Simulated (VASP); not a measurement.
# MgO (Periclase) (Fm-3m) in VASP: further runs, part 2 of 2

VASP 6.6.1.

**5. Relaxation of cell and atoms, PBEsol**

This run uses another cell than the first one, of 9.37 Å³/atom, 0.989 times its volume.

INCAR reads:

```
PREC = Accurate
ENCUT = 600
EDIFF = 1E-6
ISMEAR = 0
SIGMA = 0.03
LREAL = False
LASPH = True
NELM = 80
ALGO = Normal
ISIF = 3
LWAVE = False
LCHARG = False
GGA = PS
IBRION = 2
NSW = 90
EDIFFG = -0.01
KPAR = 4
```

KPOINTS reads:

```
regular mesh
0
Gamma
  12 12 12
```

POSCAR reads:

```
MgO
1.0
    0.0000000000      2.1085000000      2.1085000000
    2.1085000000      0.0000000000      2.1085000000
    2.1085000000      2.1085000000      0.0000000000
Mg O
1 1
Direct
    0.0000000000      0.0000000000      0.0000000000
    0.5000000000      0.5000000000      0.5000000000
```

Potentials or basis: VASP PAW PBE potentials, release 64 (Mg, O).

Command:

```bash
$ cat potpaw_PBE.64/Mg/POTCAR potpaw_PBE.64/O/POTCAR > POTCAR
$ mpirun -np 4 vasp_std > vasp.out
```

OUTCAR:

```text
PREC = Accurate
   ENCUT = 600
   EDIFF = 1E-6
   ISMEAR = 0
   LREAL = False
   LASPH = True
   NELM = 80
   ISIF = 3
   GGA = PS
   IBRION = 2
   NSW = 90
   EDIFFG = -0.01

 ion  position               nearest neighbor table
   1  0.000  0.000  0.000-   2 2.11   2 2.11   2 2.11   2 2.11   2 2.11   2 2.11
   2  0.500  0.500  0.500-   1 2.11   1 2.11   1 2.11   1 2.11   1 2.11   1 2.11

  LATTYP: Found a face centered cubic cell.
 ALAT       =     4.2170000000

  Lattice vectors:

 A1 = (   0.0000000000,   2.1085000000,   2.1085000000)
 A2 = (   2.1085000000,   0.0000000000,   2.1085000000)
 A3 = (   2.1085000000,   2.1085000000,   0.0000000000)

Analysis of symmetry for initial positions (statically):
=====================================================================
 Subroutine PRICEL returns:
[... 260 lines left out ...]
 fundamental gap:      4.6647804114
 Fermi energy:         3.2760032710

 k-point     1 :       0.0000    0.0000    0.0000
  band No.  band energies     occupation
      1     -14.1327      2.00000
      2       3.0879      2.00000
      3       3.0879      2.00000
      4       3.0879      2.00000
      5       7.7527      0.00000
      6      18.7389      0.00000
      7      18.7389      0.00000
      8      18.7389      0.00000
[... 243 lines left out ...]
 k-point    24 :      -0.4167    0.1667    0.0000
  band No.  band energies     occupation
      1     -12.7227      2.00000
      2      -1.1973      2.00000
      3       1.4766      2.00000
      4       2.2910      2.00000
      5      12.0183      0.00000
      6      15.3619      0.00000
      7      17.1948      0.00000
      8      19.9381      0.00000

 [... further k-points ...]

------------------------ aborting loop because EDIFF is reached ----------------------------------------

  FORCE on cell =-STRESS in cart. coord.  units (eV):
  Direction    XX          YY          ZZ          XY          YZ          ZX
  --------------------------------------------------------------------------------------
  -------------------------------------------------------------------------------------
  Total        0.0001409      0.0001409      0.0001409     -0.0000000     -0.0000000      0.0000000
  in kB        0.0121195      0.0121195      0.0121195     -0.0000000     -0.0000000      0.0000000
  external PRESSURE =       0.0121195 kB  Pullay stress =       0.0000000 kB
[... 17 lines left out ...]
  FREE ENERGIE OF THE ION-ELECTRON SYSTEM (eV)
  ---------------------------------------------------
  free  energy   TOTEN  =       -12.5156831780 eV

  energy  without entropy=      -12.5156831780  energy(sigma->0) =      -12.51568318

 reached required accuracy - stopping structural energy minimisation
```

OSZICAR:

```text
N       E                     dE             d eps       ncg     rms          rms(c)
DAV:   1     0.181842985528E+02    0.18184E+02   -0.51625E+03  1328   0.100E+03
DAV:   2    -0.133965749962E+02   -0.31581E+02   -0.29389E+02  1360   0.152E+02
DAV:   3    -0.138979941182E+02   -0.50142E+00   -0.50142E+00  1544   0.224E+01
DAV:   4    -0.138986322467E+02   -0.63813E-03   -0.63813E-03  1584   0.777E-01
[... 16 lines left out ...]
DAV:   1    -0.125159797574E+02   -0.34665E-03   -0.63868E-03  1152   0.822E-01    0.130E-01
DAV:   2    -0.125156866791E+02    0.29308E-03   -0.21113E-03  1152   0.341E-01    0.125E-02
DAV:   3    -0.125156852263E+02    0.14528E-05   -0.17544E-05  1264   0.519E-02    0.775E-03
DAV:   4    -0.125156833595E+02    0.18668E-05   -0.15307E-06   616   0.132E-02    0.168E-03
DAV:   5    -0.125156831780E+02    0.18145E-06   -0.17683E-07   608   0.351E-03
   3 F= -.12515683E+02 E0= -.12515683E+02  d E =-.397078E-03
```

Run time: 10 s. Hardware: 4 MPI ranks of AMD EPYC 7R13 (Zen 3), shared host; peak memory 0.13 GiB.

What came out:

| Item | Value |
| --- | --- |
| Free energy | -12.5157 eV |
| Relaxed volume | 9.31 Å³/atom |
| Relaxed cell | a = 2.975 Å, b = 2.975 Å, c = 2.975 Å, α = 60.00°, β = 60.00°, γ = 60.00° |
| Space group after relaxing (to 0.05 Å) | Fm-3m (No. 225) |
| Energy gained by relaxing | 0.2 meV/atom |
| Ionic steps | 3 |
| Pressure after relaxing | 0.0 GPa |
| Band gap on the k mesh | 4.66 eV, direct |

Step by step:
```tsv
step	energy change (eV)	largest force (eV/Å)	pressure (GPa)	volume (Å³)
1	0.0000	0.0000	-1.04	18.75
2	-0.0003	0.0000	0.38	18.58
3	-0.0004	0.0000	0.00	18.63
```

Final structure:
```
Mg O
1.0
     0.00000    2.10392    2.10392
     2.10392    0.00000    2.10392
     2.10392    2.10392    0.00000
Mg O
1 1
Direct
  0.00000 0.00000 0.00000
  0.50000 0.50000 0.50000
```

Levels at points of the mesh, in eV from the valence-band top:
```
           k point  band 1  band 2  band 3  band 4  band 5  band 6  band 7  band 8
(0.00, 0.00, 0.00)  -17.22    0.00    0.00    0.00    4.66   15.65   15.65   15.65
(0.50, 0.00, 0.00)  -15.90   -4.69   -0.67   -0.67    7.77   12.54   16.21   16.21
(0.50, 0.50, 0.00)  -15.63   -4.16   -1.37   -1.37    8.93    9.91   13.00   18.89
```

Caveat: the PAW data sets were made with another functional, which shifts forces and pressure a little. A k mesh can miss the band edges.

**6. Relaxation of cell and atoms, HSE06**

This run uses another cell than the first one, of 9.31 Å³/atom, 0.983 times its volume.

POSCAR reads:

```
MgO                                     
1.0
    0.0000000000      2.1039232589      2.1039232589
    2.1039232589     -0.0000000000      2.1039232589
    2.1039232589      2.1039232589      0.0000000000
  Mg              O             
     1     1
Direct
     0.0000000000000000    0.0000000000000000    0.0000000000000000
     0.5000000000000000    0.5000000000000000    0.5000000000000000
```

INCAR.step1 reads:

```
PREC = Accurate
ENCUT = 520
EDIFF = 1E-5
ISMEAR = 0
SIGMA = 0.03
LREAL = False
LASPH = True
NELM = 80
ALGO = Normal
LWAVE = True
LCHARG = False
KPAR = 4
GGA = PE
```

INCAR.step2 reads:

```
PREC = Accurate
ENCUT = 520
EDIFF = 1E-6
ISMEAR = 0
SIGMA = 0.03
LREAL = False
LASPH = True
NELM = 80
ALGO = Normal
ISIF = 3
LWAVE = False
LCHARG = False
GGA = PE
LHFCALC = True
HFSCREEN = 0.2
PRECFOCK = Fast
IBRION = 2
NSW = 25
EDIFFG = -0.01
KPAR = 4
ISTART = 1
```

KPOINTS reads:

```
regular mesh
0
Gamma
  8 8 8
```

Potentials or basis: VASP PAW PBE potentials, release 64 (Mg, O).

Command:

```bash
$ cat potpaw_PBE.64/Mg/POTCAR potpaw_PBE.64/O/POTCAR > POTCAR
$ cp INCAR.step1 INCAR
$ mpirun -np 4 vasp_std > vasp.out
$ cp INCAR.step2 INCAR
$ mpirun -np 4 vasp_std > vasp.out
```

It took 7.4 min on 4 MPI ranks of AMD EPYC 7R13 (Zen 3), shared host; peak memory 0.22 GiB.

It converged, with:

```yaml
Free_energy: -14.2317 eV
Relaxed_volume: 9.25 Å³/atom
Relaxed_cell: a = 2.969 Å, b = 2.969 Å, c = 2.969 Å, α = 60.00°, β = 60.00°, γ = 60.00°
Space_group_after_relaxing_to_0.05_Å: Fm-3m (No. 225)
Energy_gained_by_relaxing: 0.2 meV/atom
Ionic_steps: 3
Pressure_after_relaxing: 0.0 GPa
Band_gap_on_the_k_mesh: 6.56 eV, direct
```

Step by step:
| step | energy change (eV) | largest force (eV/Å) | pressure (GPa) | volume (Å³) |
| --- | --- | --- | --- | --- |
| 1 | 0.0000 | 0.0000 | -1.08 | 18.63 |
| 2 | -0.0003 | 0.0000 | 0.41 | 18.46 |
| 3 | -0.0004 | 0.0000 | 0.02 | 18.51 |

Final structure:
```cif
data_structure
_symmetry_space_group_name_H-M 'P 1'
_symmetry_Int_Tables_number 1
_cell_length_a 2.9690
_cell_length_b 2.9690
_cell_length_c 2.9690
_cell_angle_alpha 60.000
_cell_angle_beta 60.000
_cell_angle_gamma 60.000
_cell_volume 18.51
loop_
_atom_site_label
_atom_site_type_symbol
_atom_site_fract_x
_atom_site_fract_y
_atom_site_fract_z
_atom_site_occupancy
Mg1 Mg 0.00000 0.00000 0.00000 1
O1 O 0.50000 0.50000 0.50000 1
```

Levels at points of the mesh, in eV from the valence-band top:
| k point | band 2 | band 3 | band 4 | band 5 | band 6 | band 7 |
| --- | --- | --- | --- | --- | --- | --- |
| (0.00, 0.00, 0.00) | 0.00 | 0.00 | 0.00 | 6.56 | 17.84 | 17.84 |
| (0.50, 0.00, 0.00) | -4.98 | -0.72 | -0.72 | 9.76 | 15.00 | 18.45 |
| (0.50, 0.50, 0.00) | -4.43 | -1.48 | -1.48 | 10.89 | 11.98 | 15.49 |

Caveat: the PAW data sets were made with another functional, which shifts forces and pressure a little.

**7. The runs side by side**

| level | cell | k mesh | cutoff (eV) | target pressure | grid for exact exchange (PRECFOCK) | screening parameter | gap on the mesh (eV) | pressure (GPa) | relaxed volume (Å³/atom) |
| --- | --- | --- | --- | --- | --- | --- | --- | --- | --- |
| PBEsol | relaxed to 12 GPa | 12 × 12 × 12 | 600 | 12 GPa | - | - | 5.32 | 12.0 | - |
| PBEsol | relaxed | 12 × 12 × 12 | 600 | - | - | - | 4.66 | 0.0 | 9.31 |
| HSE06 | relaxed | 8 × 8 × 8 | 520 | - | Fast | 0.2 1/A | 6.56 | 0.0 | 9.25 |

Alike in all rows: task relaxation of cell and atoms; potentials or basis VASP PAW PBE potentials, release 64 (Mg, O); no spin polarisation; smearing gaussian 0.03 eV.

Caveats: the PAW data sets were made with another functional, which shifts forces and pressure a little; the relaxation stopped at its first step, so nothing moved (some runs); the cell is relaxed towards a set pressure, so the enthalpy falls and the energy may rise (some runs).

Absolute energies hang on the potentials; compare differences alone.
